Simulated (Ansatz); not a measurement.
**Zn under changes of volume**

One of the cells (15.451 Å³/atom); the others are scaled copies at fixed shape and fractional positions:

```
Zn
1.0
    -1.56904    1.56904    1.56904
     1.56904   -1.56904    1.56904
     1.56904    1.56904   -1.56904
Zn
1
Cartesian
  0.0000 0.0000 0.0000
```

This isn't the form of Zn at room conditions, which is hcp.

| Quantity | Value |
| --- | --- |
| Program | Ansatz 0.2.0 |
| Functional | PBEsol |
| Potentials or basis | all-electron LAPW, scalar-relativistic |
| Cutoff | 273 eV (chosen from the basis error) |
| Basis error allowed | 0.0005 eV/atom |
| k mesh | 12 × 12 × 12 |
| Occupations | fermi-dirac, width 0.05 eV |
| Spin | no spin polarisation |

```csv
volume (Å³/atom),energy over the lowest point (meV/atom),pressure (GPa)
14.524,0.00,-1.4
14.833,4.24,-2.9
15.142,10.90,-4.1
15.451,?,?
15.760,30.51,-6.1
16.069,43.07,-7.0
16.378,57.13,-7.7
```

Problem. What does the run at 15.451 Å³/atom give?

Solution. Energy over the lowest point 19.70 meV/atom; pressure -5.2 GPa.

Worked out: A Birch-Murnaghan fit of order 3 (a polynomial in V^(-2/3)) to the other rows has its minimum at 14.21 Å³/atom, just outside them, with B0 = V·E''(V) = 73 GPa and B' = 4.1. It gives 19.74 meV/atom at 15.451 Å³/atom, against the run's 19.70, and -dE/dV = -5.1 GPa, against -5.2.

Energies are extrapolated to zero smearing.
